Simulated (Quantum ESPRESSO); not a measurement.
## PbF2 (Fluorocronite) under changes of volume

One of the cells (17.354 Å³/atom); the others are scaled copies at fixed shape and fractional positions:

```
Pb F
1.0
     0.00000    2.96366    2.96366
     2.96366    0.00000    2.96366
     2.96366    2.96366    0.00000
Pb F
1 2
Direct
  0.00000 0.00000 0.00000
  0.75000 0.75000 0.75000
  0.25000 0.25000 0.25000
```

* Program: Quantum ESPRESSO 7.5
* Functional: Q2D
* Potentials or basis: PseudoDojo 0.4.1 SR PBE standard
* Cutoff: 1143 eV
* Density cutoff: 4572 eV
* k mesh: 8 × 8 × 8
* Occupations: fermi-dirac, width 0.05 eV
* Spin: no spin polarisation

```csv
volume (Å³/atom),energy over the lowest point (meV/atom),pressure (GPa),gap on the mesh (eV)
16.313,0.00,0.0,4.02
16.660,1.98,-1.9,4.03
17.007,7.83,-3.5,4.03
17.354,17.10,-5.0,4.04
17.701,?,?,?
18.048,44.41,-7.5,4.03
18.395,61.80,-8.5,4.02
```

What does the run at 17.701 Å³/atom give?

Energy over the lowest point 29.40 meV/atom; pressure -6.3 GPa; gap on the mesh 4.04 eV.

Worked out: A Birch-Murnaghan fit of order 3 (a polynomial in V^(-2/3)) to the other rows has its minimum at 16.32 Å³/atom with B0 = V·E''(V) = 94 GPa and B' = 4.7. It gives 29.41 meV/atom at 17.701 Å³/atom, against the run's 29.40, and -dE/dV = -6.3 GPa, against -6.3. A parabola through the other rows of the gap, of slope -0.185 eV per unit of ln V there, gives 4.03 eV, against the run's 4.04.

Energies are extrapolated to zero smearing.

Caveats: the potentials were made for another functional, which shifts forces and pressure; spin-orbit coupling is left out, which as a rule narrows the gap of such compounds by several tenths of an eV.

A mesh can miss the band edges.
